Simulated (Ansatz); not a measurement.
# Hf5HO10: the cost of one run

Computed with Ansatz 0.2.0 (DFT PBEsol, scalar-relativistic, plane waves, PAW, unless a step's input says otherwise).

**1. Starting point**

Symmetry: P1, No. 1, triclinic system. The conventional cell has a = 3.617 Å, b = 5.115 Å, c = 25.974 Å, α = 90.00°, β = 90.00°, γ = 90.00°. Hf (site symmetry 1) has 6 O at 2.21 Å as nearest neighbours. O (site symmetry 1) has 3 Hf at 2.21 Å as nearest neighbours. Around Hf (site symmetry 1) lie 8 O at 2.21 Å. O (site symmetry 1) has 4 Hf at 2.21 Å as nearest neighbours. Only part of the 16 independent sites is listed.

As a file:

```xyz
16
Lattice="3.6169 0.0000 0.0000 0.0000 5.1150 0.0000 0.0000 0.0000 25.9737" Properties=species:S:1:pos:R:3 pbc="T T T"
Hf    1.8084    2.5575    8.5000
O     0.0000    3.8363    8.5000
O     0.0000    1.2788    8.5000
Hf    0.0000    0.0000   10.3084
O     1.8084    1.2788   10.3084
O     1.8084    3.8363   10.3084
Hf    1.8084    2.5575   12.1169
O     0.0000    3.8363   12.1169
O     0.0000    1.2788   12.1169
Hf    0.0000    0.0000   13.9253
O     1.8084    1.2788   13.9253
O     1.8084    3.8363   13.9253
Hf    1.8084    2.5575   15.7337
O     0.0000    3.8363   15.7337
O     0.0000    1.2788   15.7337
H     2.7126    1.9181   17.4737
```

Slab cut from the bulk at the bulk's listed lattice constants, lower half held.

**2. Relaxing the atoms**

input.yaml reads:

```yaml
crystal:
  lattice:
    - [3.61685119, 0.0, 0.0]
    - [0.0, 5.115, 0.0]
    - [0.0, 0.0, 25.9737025611]
  atoms:
    - { symbol: Hf, position: [0.5, 0.5, 0.3272540748] }
    - { symbol: O, position: [0.0, 0.75, 0.3272540748] }
    - { symbol: O, position: [0.0, 0.25, 0.3272540748] }
    - { symbol: Hf, position: [0.0, 0.0, 0.3968793337] }
    - { symbol: O, position: [0.5, 0.25, 0.3968793337] }
    - { symbol: O, position: [0.5, 0.75, 0.3968793337] }
    - { symbol: Hf, position: [0.5, 0.5, 0.4665045829] }
    - { symbol: O, position: [0.0, 0.75, 0.4665045829] }
    - { symbol: O, position: [0.0, 0.25, 0.4665045829] }
    - { symbol: Hf, position: [0.0, 0.0, 0.5361298322] }
    - { symbol: O, position: [0.5, 0.25, 0.5361298322] }
    - { symbol: O, position: [0.5, 0.75, 0.5361298322] }
    - { symbol: Hf, position: [0.5, 0.5, 0.6057550911] }
    - { symbol: O, position: [0.0, 0.75, 0.6057550911] }
    - { symbol: O, position: [0.0, 0.25, 0.6057550911] }
    - { symbol: H, position: [0.75, 0.375, 0.6727459252], spin: 1.0 }
basis:
  ecutwfc: 600.0
  fft_grid_basis: typed
kpoints:
  mp_grid: { grid: [7, 5, 1] }
hamiltonian:
  xc: pbesol
  pseudopotentials: { kind: paw }
scf:
  occupations: { method: gaussian, width: 0.05 }
output:
  forces: true
  eigenvalues: true
  populations: true
efield:
  axis: 3
  dipole_correction: true
  ramp_width: 0.04
magnetization:
  spin_polarized: true
relax:
  adjacent_minimum: "off"
  f_tol: 0.04
  max_steps: 40
  constraints: [{ sites: [0, 1, 2, 3, 4, 5] }]
```

The run is started by

```bash
$ ansatz run input.yaml --threads 4 --pin off --max-ram 8847MiB --backend cpu --events-out ev --progress --plain --runs-dir out
```

**Question.** How long does this run take on 4 threads of Intel Xeon 6975P-C (Granite Rapids), shared host, and how much memory does it need?

About 19 min, with a peak of 3.8 GiB.
